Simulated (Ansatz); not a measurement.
## Evanescent states of BeO (P6_3mc, wurtzite, 4 atoms a cell, 6.9 Å³ an atom) along the normal of (001)

Method: r2SCAN (plane waves, PAW; Ansatz, an electronic-structure program).

No gap correction and no spin-orbit coupling; mid-gap is the computed energy nearest the middle.

Energies count from the valence-band top; κ is the least over a 18×18 mesh across the current.

| E (eV) | κ (1/Å) | where |
|---|---|---|
| 0.19 | 0.137 | Γ |
| 0.57 | 0.233 | Γ |
| 0.95 | 0.293 | Γ |
| 1.33 | 0.339 | Γ |
| 1.71 | 0.376 | Γ |
| 2.09 | 0.405 | Γ |
| 2.47 | 0.429 | Γ |
| 2.85 | 0.449 | Γ |
| 3.23 | 0.464 | Γ |
| 3.61 | 0.476 | Γ |
| 3.99 | 0.483 | Γ |
| 4.37 | 0.488 | Γ |
| 4.75 | 0.489 | Γ |
| 5.13 | 0.486 | Γ |
| 5.51 | 0.478 | Γ |
| 5.89 | 0.467 | Γ |
| 6.27 | 0.450 | Γ |
| 6.65 | 0.427 | Γ |
| 7.03 | 0.396 | Γ |
| 7.41 | 0.354 | Γ |
| 7.79 | 0.298 | Γ |
| 8.17 | 0.213 | Γ |

Problem. How thick must the barrier be to attenuate the transmission by 10^8 when the electrodes' Fermi level lies at 6.27 eV, and what attenuation does that film give at 2.09 eV?

Solution. d = 8 ln 10 / (2 × 0.450) = 20.5 Å. At 2.09 eV it gives 8 × 0.405/0.450 = 7.2 decades.
